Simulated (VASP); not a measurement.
Write the native input for VASP 6.6.1 that does the following.

- Task: single point
- Functional: PBEsol
- Potentials or basis: VASP PAW PBE potentials, release 64 (W_sv, S)
- Cutoff: 350 eV
- k mesh: 4 × 4 × 2
- Occupations: gaussian, width 0.03 eV
- Spin: collinear spin, ferromagnetic start
- Starting moments: [0.0, 0.0, 0.0, 0.0, 0.0, 0.0, 0.0, 0.0, 0.0, 0.0, 0.0, 0.5, 0.5, 0.5, 0.0, 0.0, 0.0, 0.0, 0.0, 0.5, 0.5, 0.5, 0.0] μB
- Fixed moment: 3 μB
- Dq: -1
- Further INCAR settings: LREAL = Auto; ALGO = Normal; EDIFF = 1e-05; ISYM = 0; NELECT = 195.0

The structure of W7S16 (a cell with a defect) lies in POSCAR:

```
W7S16                                   
1.0
    6.3064000000      0.0000000000      0.0000000000
   -3.1532000000      5.4615026064      0.0000000000
    0.0000000000      0.0000000000     12.3230000000
  W               S             
     7    16
Direct
     0.1731799901239689    0.8398153931257489    0.2500927591177864
     0.6621665883368379    0.3272707512924798    0.2503514058593226
     0.6648244983872493    0.8416976494959770    0.2503011634381215
     0.3336067156967001    0.1666896493129609    0.7502292529595189
     0.3339497307145542    0.6669858797493039    0.7503092597690736
     0.8336149219517817    0.1669392224738526    0.7501897615228880
     0.8338380232144118    0.6670201923807618    0.7502004617977980
     0.1671512871049164    0.3336135013779136    0.6230051222502244
     0.1673998564655073    0.8334777669938505    0.6227876950232945
     0.6668592102903458    0.3336386058309279    0.6228221271868831
     0.6670838632974315    0.8336460201829566    0.6228568520556146
     0.3305619991379344    0.1719580574651689    0.1267600162115715
     0.3357200488087106    0.6737944439509537    0.1238834372278417
     0.8351520311070930    0.1719967045077122    0.1253790879752397
     0.8321317964540980    0.6685345831744001    0.1263692461313390
     0.1669537568107600    0.3334483076608042    0.8774533042252474
     0.1673074258764251    0.8336035171708088    0.8777317580323992
     0.6667068159474757    0.3331883210867485    0.8776775456538439
     0.6673256097938660    0.8338210874631661    0.8776579536331228
     0.3319324754473363    0.1671576213417209    0.3759741754239276
     0.3296685492539548    0.6616128771046001    0.3717199805232986
     0.8312525938270535    0.1678865043543672    0.3767274772078608
     0.8327242119515781    0.6682933425028215    0.3741131567737755
```

These files were run (other wordings do the same):

INCAR

```
SYSTEM = W7S16
PREC = Accurate
ENCUT = 350
EDIFF = 1E-5
ISMEAR = 0
SIGMA = 0.03
LREAL = Auto
LASPH = .True.
NELM = 120
ALGO = Normal
ISIF = 2
LWAVE = .False.
LCHARG = .False.
ISPIN = 2
MAGMOM = 0 0 0 0 0 0 0 0 0 0 0 0.5 0.5 0.5 0 0 0 0 0 0.5 0.5 0.5 0
LORBIT = 11
NUPDOWN = 3
LMAXMIX = 4
GGA = PS
NELECT = 195.0
ISYM = 0
KPAR = 4
```

KPOINTS

```
Automatic mesh
0
Gamma
  4 4 2
  0 0 0
```

Potentials or basis: VASP PAW PBE potentials, release 64 (W_sv, S).

Run with:

```console
$ cat potpaw_PBE.64/W_sv/POTCAR potpaw_PBE.64/S/POTCAR > POTCAR
$ mpirun -np 4 vasp_std > vasp.out
```

Results of the run:

| Item | Value |
| --- | --- |
| Largest force | 0.121 eV/Å |
| Net moment | 3.00 μB per cell |
| Site moments | W +0.28, +0.27, +0.01; S +0.00, +0.18, +0.20, +0.02 μB |
| Valence electrons inside the program's atomic spheres | W 12.09, 12.10; S 3.70, 3.68, 3.71 |

Caveat: the PAW data sets were made with another functional, which shifts forces and pressure a little; the total moment is fixed, so each spin has its own Fermi level.

It took 12 min on 4 MPI ranks on Intel(R) Xeon(R) Platinum 8488C (Sapphire Rapids), on a shared host, peak memory 0.9 GiB a rank.
